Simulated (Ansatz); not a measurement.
# Cl: from a first guess to the relaxed sc type

First guess:

```yaml
crystal:
  lattice:
    - [2.23228, 0.00000, 0.00000]
    - [0.00000, 2.23228, 0.00000]
    - [0.00000, 0.00000, 2.23228]
  atoms:
    - { symbol: Cl, position: [0.00000, 0.00000, 0.00000] }
```

Method: Ansatz 0.2.0, DFT, PBE, PAW with Ansatz's default frozen-core files, scalar-relativistic.

Cell and atoms relax within the symmetry of the start on a 18×18×18 k mesh with 0.05 eV Fermi–Dirac smearing.

The start is built from a prototype, known or not as a phase of this compound; the cutoff is 420 eV.

(1) What is the pressure of the first guess?

(2) What does it relax to?

(3) How much energy does the relaxation release?

Results:

(1) 145.4 GPa.

(2) a = 2.860 Å, b = 2.860 Å, c = 2.860 Å, α = 90.00°, β = 90.00°, γ = 90.00° (conventional cell), 23.40 Å³ per atom:
```
CELL_PARAMETERS angstrom
2.86046 0.00000 0.00000
0.00000 2.86046 0.00000
0.00000 0.00000 2.86046
ATOMIC_POSITIONS crystal
Cl 0.00000 0.00000 0.00000
```

(3) 2925 meV/atom.
